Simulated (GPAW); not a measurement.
# CdSe (Cadmoselite) (P6_3mc) in GPAW: convergence with frequency step (eV)

Aim: find how far frequency step (eV) must go before the results for CdSe (Cadmoselite) settle, at PBE. This setting moves, with any that are tied to it; all else stays.

All numbers are computed with GPAW 26.7.0; they aren't measurements. Logs are shortened: lines on timing, memory, paths and dates and some standing lists are left out, and cuts for length are marked. The log counts tension as positive stress, the text compression.

## 1. Starting point

It takes space group P6_3mc (No. 186, hexagonal). Conventional cell: a = 4.300 Å, b = 4.300 Å, c = 7.020 Å, α = 90.00°, β = 90.00°, γ = 120.00°. Cd (site symmetry 3m) is surrounded by 4 Se at 2.61 to 2.70 Å. Around Se (site symmetry 3m) lie 4 Cd at 2.61 to 2.70 Å.

## 2. With frequency step (eV) 0.025

The input, run.py:

```python
import json
import numpy as np
from ase import Atoms
from ase.dft.bandgap import bandgap
from ase.io import write
from gpaw import GPAW, PW
from gpaw.response.g0w0 import G0W0

atoms = Atoms(['Cd', 'Cd', 'Se', 'Se'],
              cell=[[4.3, 0.0, 0.0],
                    [-2.15, 3.7239092363, 0.0],
                    [0.0, 0.0, 7.02]],
              scaled_positions=[[0.6666666667, 0.3333333333, 0.5],
                                [0.3333333333, 0.6666666667, 0.0],
                                [0.6666666667, 0.3333333333, 0.885],
                                [0.3333333333, 0.6666666667, 0.385]],
              pbc=True)

calc = GPAW(mode=PW(500),
            xc='PBE',
            kpts={'size': (2, 2, 1), 'gamma': True},
            occupations={'name': 'fermi-dirac', 'width': 0.001},
            nbands=31,
            convergence={'density': 1e-06},
            maxiter=150,
            txt='gpaw.txt')
atoms.calc = calc
energy = atoms.get_potential_energy()
calc.write('gs.gpw')
write('result.traj', atoms)
print(f'Energy: {energy:.6f} eV')
print('Fermi level:', round(calc.get_fermi_level(), 4), 'eV')
print(f'Gap: {bandgap(calc)[0]:.4f} eV, direct: {bandgap(calc, direct=True)[0]:.4f} eV')

calc.diagonalize_full_hamiltonian(nbands=186)
calc.write('full.gpw', mode='all')

ibz = calc.get_ibz_k_points()
gap, vbm, cbm = bandgap(calc, output=None)
gap, direct, _ = bandgap(calc, direct=True, output=None)
gamma = int(np.abs(ibz).sum(1).argmin())
kpts = sorted({gamma, vbm[1], cbm[1], direct[1]})
gw = G0W0(calc='full.gpw',
          filename='gw',
          ecut=80,
          ecut_extrapolation=False,
          relbands=(-1, 1),
          kpts=kpts,
          integrate_gamma='WS',
          nbands=182,
          frequencies={'type': 'nonlinear', 'domega0': 0.025, 'omega2': 10},
          eta=0.1)
gw.calculate()
results = {mode: {key: np.asarray(r[key]).tolist() for key in ['f', 'eps', 'vxc', 'exx', 'sigma', 'Z', 'qp', 'sigma_eskn']}
           for mode, r in gw.all_results.items()}
json.dump({'kpts': ibz[kpts].tolist(), 'results': results}, open('gw.json', 'w'))
for mode, r in results.items():
    f, qp = np.array(r['f']), np.array(r['qp'])
    print(mode, 'quasiparticle energies (eV):')
    print(qp.round(3))
    print(mode, 'gap:', round(qp[f < 0.5].min() - qp[f > 0.5].max(), 4), 'eV')
```

Potentials or basis: GPAW PAW data sets (gpaw-data 1.2.1), pw.

Launch:

```console
$ OMP_NUM_THREADS=1 python run.py
```

gpaw.txt:

```text
__  _  _
 | _ |_)|_||  |
 |__||  | ||/\| - 26.7.0

Input parameters:
  mode=PW(ecut=500.0),
  convergence={'density': 1e-06},
  kpts=MonkhorstPack(size=(2, 2, 1), gamma=True),
  maxiter=150,
  nbands=31,
  occupations=Occupations(name='fermi-dirac', width=0.001),
  xc=XC(name='PBE')

Diagonalizing LCAO Hamiltonian
Converting LCAO to pw mode

            Se

        Se  Cd

        Cd

Atoms  # Å, Bohr magnetons
|   | symbol |         x |        y |        z |    initial magnetic moments |
|---|--------|-----------|----------|----------|-----------------------------|
| 0 |     Cd |  2.150000 | 1.241303 | 3.510000 | ( 0.0000,  0.0000,  0.0000) |
| 1 |     Cd | -0.000000 | 2.482606 | 0.000000 | ( 0.0000,  0.0000,  0.0000) |
| 2 |     Se |  2.150000 | 1.241303 | 6.212700 | ( 0.0000,  0.0000,  0.0000) |
| 3 |     Se | -0.000000 | 2.482606 | 2.702700 | ( 0.0000,  0.0000,  0.0000) |

Unit cell  # Å
| periodic |         x |        y |        z |  lengths |     angles |
|----------|-----------|----------|----------|----------|------------|
|      yes |  4.300000 | 0.000000 | 0.000000 | 4.300000 |  90.000000 |
|      yes | -2.150000 | 3.723909 | 0.000000 | 4.300000 |  90.000000 |
|      yes |  0.000000 | 0.000000 | 7.020000 | 7.020000 | 120.000000 |

Number of symmetries: 6
Symmetry operations  # r_c * U_cc + t_c -> r_c
|   | kind |            matrix            |
|---|------|------------------------------|
| 0 |  σ   |  1, 1, 0,  0,-1, 0,  0, 0, 1 |
| 1 |  E   |  1, 0, 0,  0, 1, 0,  0, 0, 1 |
| 2 |  C3  |  0, 1, 0, -1,-1, 0,  0, 0, 1 |
| 3 |  σ   |  0,-1, 0, -1, 0, 0,  0, 0, 1 |
| 4 |  σ   | -1, 0, 0,  1, 1, 0,  0, 0, 1 |
| 5 |  C3  | -1,-1, 0,  1, 0, 0,  0, 0, 1 |

BZ-sampling:
  Number of BZ points: 4
  Number of IBZ points: 2

  Monkhorst-Pack size: [2, 2, 1]
  Monkhorst-Pack shift: [0.25, 0.25, 0.0]

K-points  # in reciprocal-cell coordinates
|   |                                coordinates |     weight |
|---|--------------------------------------------|------------|
| 0 | (  0.00000000,   0.00000000,   0.00000000) | 0.25000000 |
| 1 | (  0.50000000,   0.50000000,   0.00000000) | 0.75000000 |

Plane wave coefficients: 2863
Cutoff: 500.0 eV

Spin-components: 1 (collinear spins)
Bands:           31
Projectors:      22
Spin-degeneracy: 2
Datatype:        complex128

Parallelization:
  kpt:    1
  domain: 1
  band:   1

Density:
  Valence electrons: 36.0
  Components: 1
  Grid points: [24 24 40]
  Charge: 0.0  # |e|

Potential:
  Grid points: [24 24 40]

species:
  Cd:
    name:    Cadmium
    Z:       48.0
    valence: 12
    core:    36
    charge:  0.0  # [|e|]
    compensation charges:
      type: gauss
      rc: 0.38  # [Å]
      lmax: 2
    cutoffs:
      filter: 2.12  # [Å]
      core: 2.62  # [Å]
    projectors
    | kind |    occ | energy [eV] | rcut [Å] |
    |------|--------|-------------|----------|
    |   5s |  2.000 |      -5.655 |    1.191 |
    |   5p |  0.000 |      -1.186 |    1.228 |
    |   4d | 10.000 |     -11.739 |    1.164 |
    |    s |        |      21.556 |    1.191 |
    |    p |        |      26.026 |    1.228 |
    |    d |        |      15.473 |    1.164 |

    Using partial waves for Cd as LCAO basis

  Se:
    name:    Selenium
    Z:       34.0
    valence: 6
    core:    28
    charge:  0.0  # [|e|]
    compensation charges:
      type: gauss
      rc: 0.27  # [Å]
      lmax: 2
    cutoffs:
      filter: 1.77  # [Å]
      core: 2.67  # [Å]
    projectors
    | kind |    occ | energy [eV] | rcut [Å] |
    |------|--------|-------------|----------|
    |   4s |  2.000 |     -17.277 |    0.847 |
    |   4p |  4.000 |      -6.512 |    1.005 |
    |    s |        |       9.935 |    0.847 |
    |    p |        |      20.699 |    1.005 |
    |    d |        |       0.000 |    0.847 |

    Using partial waves for Se as LCAO basis

Reference energy: -436553.300934  # eV

eigensolver:
  PPCG
  Converge bands: occupied
  niter=2

density mixing:
  MSR1-Mixer
  Pratt-step length: 0.05
  Maximum mixing coefficient: 0.75
  Old densities: 10
  SVD Regularization: 0.005
  Good broyden scale: 1.0
  Trust region scale: 1.0
  Backstep threshold: 4.0
  History deletion threshold: 6.0
  Fourier metric: weight=20.0, sigma=0.015

occupation numbers:
  Fermi-Dirac:
    width: 0.0010  # eV

poisson solver:
  ecut: 4000.0  # eV

xc functional:
  name: PBE with 2 nearest neighbor stencil

convergence criteria:
- Maximum integral of absolute [dens]ity change: 1e-06 electrons / valence electron
- Maximum [total energy] change in last 3 cyles: 0.0005 eV / valence electron
- Maximum integral of absolute [eigenst]ate change: 4e-08 eV^2 / valence electron
maximum number of iterations: 150

SCF iterations
|iter     | |      energy | eigst |  dens |
|---------|-|-------------|-------|-------|
|iter:   1| |  -11.210084 | -0.63 |       |
|iter:   2| |  -11.010363 | -2.49 | -1.12 |
|iter:   3| |  -10.278816 | -1.37 | -1.16 |
|iter:   4| |  -10.278060 | -3.24 | -1.75 |
|iter:   5| |  -10.277796c| -3.68 | -2.20 |
|iter:   6| |  -10.277884c| -5.07 | -2.92 |
|iter:   7| |  -10.277895c| -6.20 | -3.51 |
|iter:   8| |  -10.277894c| -6.97 | -3.98 |
|iter:   9| |  -10.277894c| -7.67c| -4.76 |
|iter:  10| |  -10.277894c| -7.98c| -5.25 |
|iter:  11| |  -10.277894c| -8.52c| -5.68 |
|iter:  12| |  -10.277894c| -9.03c| -6.19c|

Converged in 12 steps
Energy contributions relative to reference atoms: (reference = -436553.300934)

Energy contributions:
  Kinetic:          44.674577
  Coulomb:         -38.630286
  Zero:              0.073458
  External:          0.000000
  Xc:              -16.395643
  Entropy:          -0.000000
  Spinorbit:         0.000000
  ----------------------------
  Free energy:     -10.277894
  Extrapolated:    -10.277894

dipole moment: (0.000006, 0.000010, -18.282543)  # |e|*Ang

Fermi level: 3.802
Eigenvalues  # (at kpt = [0.000, 0.000, 0.000])
| band index |      eig [eV] | occ [0-2] |
|------------|---------------|-----------|
|          0 |        -8.797 |     2.000 |
|        ... |               |           |
|         10 |        -3.896 |     2.000 |
|         11 |        -3.605 |     2.000 |
|         12 |        -0.532 |     2.000 |
|         13 |         3.034 |     2.000 |
|         14 |         3.034 |     2.000 |
|         15 |         3.757 |     2.000 |
[... 8 lines left out ...]
|         24 |        10.644 |     0.000 |
|         25 |        11.446 |     0.000 |
|        ... |               |           |
|         30 |        14.669 |     0.000 |

Gap: 0.615 eV
Transition (v -> c):
  (s=0, k=0, n=17, [0.00, 0.00, 0.00]) -> (s=0, k=0, n=18, [0.00, 0.00, 0.00])
No difference between direct/indirect transitions
# Writing to gs.gpw (mode='')

Matrix size: 2863x2863
# Writing to full.gpw (mode='all')
```

stdout:

```text
Energy: -10.277894 eV
Fermi level: 3.802 eV
Gap: 0.6152 eV, direct: 0.6152 eV
IBZ(<points: 2, symmetries: 6>)
Occupied bands: 18
Calculating eigenvalues:
  k-points: 1
  Bands: 17-18 (inclusive)
HSE06-eigenvalue shifts:
  min: -3.073 eV
  ave: 0.654 eV
  max: 4.380 eV
GW quasiparticle energies (eV):
[[[3.469 4.648]]]
GW gap: 1.1785 eV
```

gw.w.txt:

```text
NonLinearFrequencyDescriptor(from 0.000 to 81.024 eV, 745 points)
NonLinearFrequencyDescriptor(from 0.000 to 81.024 eV, 745 points)

BZ k-points: Symmetries present (total): 6

4 k-points: 2 x 2 x 1 Monkhorst-Pack grid + [1/4,1/4,0.000000]
2 k-points in the irreducible part of the Brillouin zone
       k-points in crystal coordinates                weights
   0:     0.00000000    0.00000000    0.00000000          1/4
[... 82 lines left out ...]
vxc:     KS vxc [eV]
exx:     Exact exchange [eV]
sigma:   Self-energies [eV]
dsigma:  Self-energy derivatives
Z:       Renormalization factors
qp:      QP-energies [eV]

k-point 0 (0): (0.000, 0.000, 0.000)                GW
band       f     eps     vxc     exx   sigma  dsigma       Z      qp
                                                                   GW
  17   1.000   3.768 -17.491 -20.563   2.672  -0.341   0.746   3.469
  18   0.000   4.383 -12.886  -8.506  -4.035  -0.307   0.765   4.648
```

Run time: 5.6 min. Hardware: 1 thread of Arm Neoverse V1, shared host; peak memory 2.2 GiB.

Results:

| Item | Value |
| --- | --- |
| Free energy | -10.2779 eV |
| Band gap on the k mesh, mean-field level | 0.62 eV, direct |
| Quasiparticle gap | 1.18 eV |
| Least direct quasiparticle gap | 1.18 eV |

## 3. With frequency step (eV) 0.05

Changes to run.py since step 2:

```diff
@@ -50,3 +50,3 @@
           nbands=182,
-          frequencies={'type': 'nonlinear', 'domega0': 0.025, 'omega2': 10},
+          frequencies={'type': 'nonlinear', 'domega0': 0.05, 'omega2': 10},
           eta=0.1)
```

Potentials or basis: GPAW PAW data sets (gpaw-data 1.2.1), pw.

Launch:

```console
$ OMP_NUM_THREADS=1 python run.py
```

Wall time 3.2 min (1 thread of Arm Neoverse V1, shared host); peak memory 1.3 GiB.

What came out:

* Free energy: -10.2779 eV
* Band gap on the k mesh, mean-field level: 0.62 eV, direct
* Quasiparticle gap: 1.19 eV
* Least direct quasiparticle gap: 1.19 eV

## 4. With frequency step (eV) 0.1

Changes to run.py since step 3:

```diff
@@ -50,3 +50,3 @@
           nbands=182,
-          frequencies={'type': 'nonlinear', 'domega0': 0.05, 'omega2': 10},
+          frequencies={'type': 'nonlinear', 'domega0': 0.1, 'omega2': 10},
           eta=0.1)
```

Launch:

```console
$ OMP_NUM_THREADS=1 python run.py
```

Run time: 2.1 min. Hardware: 1 thread of Arm Neoverse V1, shared host; peak memory 0.91 GiB.

What came out:

| Quantity | Value |
| --- | --- |
| Free energy | -10.2779 eV |
| Band gap on the k mesh, mean-field level | 0.62 eV, direct |
| Quasiparticle gap | 1.23 eV |
| Least direct quasiparticle gap | 1.23 eV |

## 5. With frequency step (eV) 0.2

Changes to run.py since step 4:

```diff
@@ -50,3 +50,3 @@
           nbands=182,
-          frequencies={'type': 'nonlinear', 'domega0': 0.1, 'omega2': 10},
+          frequencies={'type': 'nonlinear', 'domega0': 0.2, 'omega2': 10},
           eta=0.1)
```

Launch:

```console
$ OMP_NUM_THREADS=1 python run.py
```

Wall time 94 s (1 thread of Arm Neoverse V1, shared host); peak memory 0.91 GiB.

Results:

| Quantity | Value |
| --- | --- |
| Free energy | -10.2779 eV |
| Band gap on the k mesh, mean-field level | 0.62 eV, direct |
| Quasiparticle gap | 1.25 eV |
| Least direct quasiparticle gap | 1.25 eV |

## 6. With frequency step (eV) 0.3

Changes to run.py since step 5:

```diff
@@ -50,3 +50,3 @@
           nbands=182,
-          frequencies={'type': 'nonlinear', 'domega0': 0.2, 'omega2': 10},
+          frequencies={'type': 'nonlinear', 'domega0': 0.3, 'omega2': 10},
           eta=0.1)
```

Potentials or basis: GPAW PAW data sets (gpaw-data 1.2.1), pw.

Launch:

```console
$ OMP_NUM_THREADS=1 python run.py
```

Wall time 85 s (1 thread of Arm Neoverse V1, shared host); peak memory 0.91 GiB.

Results:

```yaml
Free_energy: -10.2779 eV
Band_gap_on_the_k_mesh_mean-field_level: 0.62 eV, direct
Quasiparticle_gap: 1.27 eV
Least_direct_quasiparticle_gap: 1.27 eV
```

## 7. With frequency step (eV) 0.5

Changes to run.py since step 6:

```diff
@@ -50,3 +50,3 @@
           nbands=182,
-          frequencies={'type': 'nonlinear', 'domega0': 0.3, 'omega2': 10},
+          frequencies={'type': 'nonlinear', 'domega0': 0.5, 'omega2': 10},
           eta=0.1)
```

Launch:

```console
$ OMP_NUM_THREADS=1 python run.py
```

Run time: 76 s. Hardware: 1 thread of Arm Neoverse V1, shared host; peak memory 0.91 GiB.

What came out:

* Free energy: -10.2779 eV
* Band gap on the k mesh, mean-field level: 0.62 eV, direct
* Quasiparticle gap: 1.23 eV
* Least direct quasiparticle gap: 1.23 eV

## 8. Result

| frequency step (eV) | quasiparticle gap at the points computed (eV) | SCF cycles | CPU time (s) | peak memory (GiB) |
| --- | --- | --- | --- | --- |
| 0.025 | 1.178 | 12 | 340 | 2.2 |
| 0.05 | 1.190 | 12 | 190 | 1.3 |
| 0.1 | 1.228 | 12 | 120 | 0.91 |
| 0.2 | 1.247 | 12 | 94 | 0.91 |
| 0.3 | 1.265 | 12 | 85 | 0.91 |
| 0.5 | 1.229 | 12 | 76 | 0.91 |

Against the tightest run, the quasiparticle gap at the points computed stays within 0.05 eV from 0.05 on. The tightest run that finished is the yardstick and may itself not be fully converged.

Caveats: all runs use coarse meshes; the quasiparticle gap is taken among the few k points that were corrected; the k mesh is too small for a converged quasiparticle gap; the long-wavelength limit can be off by several per cent where d states take part.
